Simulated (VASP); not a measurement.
A run of VASP 6.6.1 is set up as follows.

File INCAR:

```
PREC = Accurate
ENCUT = 450
EDIFF = 1E-6
ISMEAR = 0
SIGMA = 0.02
LREAL = False
LASPH = True
NELM = 60
ALGO = Normal
ISIF = 2
LWAVE = False
LCHARG = False
GGA = PE
NBANDS = 26
```

KPOINTS

```
regular mesh
0
Gamma
  5 5 3
```

Contents of POSCAR:

```
GaN
1.0
    3.1800000000      0.0000000000      0.0000000000
   -1.5900000000      2.7539607840      0.0000000000
    0.0000000000      0.0000000000      5.1660000000
Ga N
2 2
Direct
    0.6666666667      0.3333333333      0.5000000000
    0.3333333333      0.6666666667      0.0000000000
    0.6666666667      0.3333333333      0.8750000000
    0.3333333333      0.6666666667      0.3750000000
```

Potentials or basis: VASP PAW PBE potentials, release 64 (Ga_d_GW, N_GW).

Command:

```console
$ cat potpaw_PBE.64/Ga_d_GW/POTCAR potpaw_PBE.64/N_GW/POTCAR > POTCAR
$ mpirun -np 1 vasp_std > vasp.out
```

**Question.** Predict the largest force.

**Answer.** 0.134 eV/Å.

**Question.** What does it give for the band gap on the k mesh?

**Answer.** 1.97 eV, direct.

Forces in eV/Å, atoms in the order of the input:
```
Ga   0.000  0.000 -0.134
Ga   0.000  0.000 -0.134
N    0.000  0.000  0.134
N    0.000  0.000  0.134
```

Caveat: the k mesh is coarse (spacing up to 0.46 Å⁻¹), so the values aren't converged. A hybrid or GW would open this gap; PBE tends to underestimate it.
